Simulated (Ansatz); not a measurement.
**HfO2: equation of state with LDA**

The system is HfO2.

```xyz
3
Lattice="0.0000 2.5575 2.5575 2.5575 0.0000 2.5575 2.5575 2.5575 0.0000" Properties=species:S:1:pos:R:3 pbc="T T T"
Hf    0.0000    0.0000    0.0000
O     3.8363    3.8363    3.8363
O     1.2788    1.2788    1.2788
```

Measurements of this composition are mostly on another form, of space group No. 14.

```
Program             : Ansatz 0.2.0
Task                : equation of state
Functional          : LDA
Potentials or basis : Ansatz PAW
Cutoff              : 420 eV
Density cutoff      : 1680 eV
k mesh              : 9 × 9 × 9
Occupations         : fermi-dirac, width 0.05 eV
Spin                : spin-orbit coupling, no magnetisation
```

The equilibrium volume is 10.41 Å³/atom (rough: see the caveat) and the bulk modulus is 276 GPa (rough).

Energy against volume, from the lowest point:
| volume (Å³/atom) | energy (meV/atom) |
| --- | --- |
| 10.483 | 0.00 |
| 10.706 | 6.58 |
| 10.929 | 20.33 |
| 11.152 | 40.56 |
| 11.375 | 66.63 |
| 11.598 | 98.03 |
| 11.821 | 134.11 |

All runs of the series together: 28 s on 2 threads of AMD EPYC 7B13 (Zen 3), with other jobs on the host.

Caveat: the minimum lies outside the volumes run.
